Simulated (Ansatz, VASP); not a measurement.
## ZrC: VASP beside Ansatz

```xyz
2
Lattice="0.0000 2.5452 2.5452 2.5452 0.0000 2.5452 2.5452 2.5452 0.0000" Properties=species:S:1:pos:R:3 pbc="T T T"
Zr    0.0000    0.0000    0.0000
C     1.2726    1.2726    1.2726
```

The cell comes from a database or a generator and needn't be the stable form of this composition.

Alike in both runs: task single point; functional PBE; k mesh 11 × 11 × 11; occupations fermi-dirac, width 0.03 eV; no spin polarisation.

```csv
,VASP,Ansatz
version,VASP 6.6.1,Ansatz 0.2.0
potentials or method,"VASP PAW PBE potentials, release 64 (Zr_sv, C), cutoff 520 eV","all-electron LAPW, scalar-relativistic"
```

Ansatz gave:

```
pressure (GPa) : 0.0
```

**Question.** What did VASP give for the same quantities?

**Answer.** Pressure (GPa): 0.1.

Ansatz ran all-electron here, so the differences hold the error of VASP's frozen core and of both bases.

Caveats: an odd mesh through Γ misses points on the zone boundary, where band edges often lie. Expect the measured gap to be larger: semilocal functionals such as PBE lack the derivative discontinuity.
